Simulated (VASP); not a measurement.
KTaO3:

```
CELL_PARAMETERS angstrom
3.98830 0.00000 0.00000
0.00000 3.98830 0.00000
0.00000 0.00000 3.98830
ATOMIC_POSITIONS crystal
K 0.50000 0.50000 0.50000
Ta 0.00000 0.00000 0.00000
O 0.50000 0.00000 0.00000
O 0.00000 0.50000 0.00000
O 0.00000 0.00000 0.50000
```

- Program: VASP 6.6.1
- Task: relaxation of cell and atoms
- Functional: PBE
- Potentials or basis: VASP PAW PBE potentials, release 64 (K_sv, Ta_pv, O)
- Cutoff: 600 eV
- k mesh: 8 × 8 × 8
- Occupations: gaussian, width 0.03 eV
- Spin: no spin polarisation

At the start: pressure 5.9 GPa; volume 12.69 Å³/atom.

How do energy, volume and symmetry change on relaxing?

Over 3 steps the energy falls by 6.8 meV/atom and the volume is 13.07 Å³/atom (+3.0 %); space group Pm-3m (No. 221, to 0.05 Å).

Step by step:
```csv
step,energy change (eV),largest force (eV/Å),pressure (GPa),volume (Å³)
1,0.0000,0.0000,5.90,63.44
2,0.0186,0.0000,-6.49,67.83
3,-0.0339,0.0000,-0.05,65.34
```

Final structure:
```
K Ta O
1.0
     4.02782    0.00000    0.00000
     0.00000    4.02782    0.00000
     0.00000    0.00000    4.02782
K Ta O
1 1 3
Direct
  0.50000 0.50000 0.50000
  0.00000 0.00000 0.00000
  0.50000 0.00000 0.00000
  0.00000 0.50000 0.00000
  0.00000 0.00000 0.50000
```
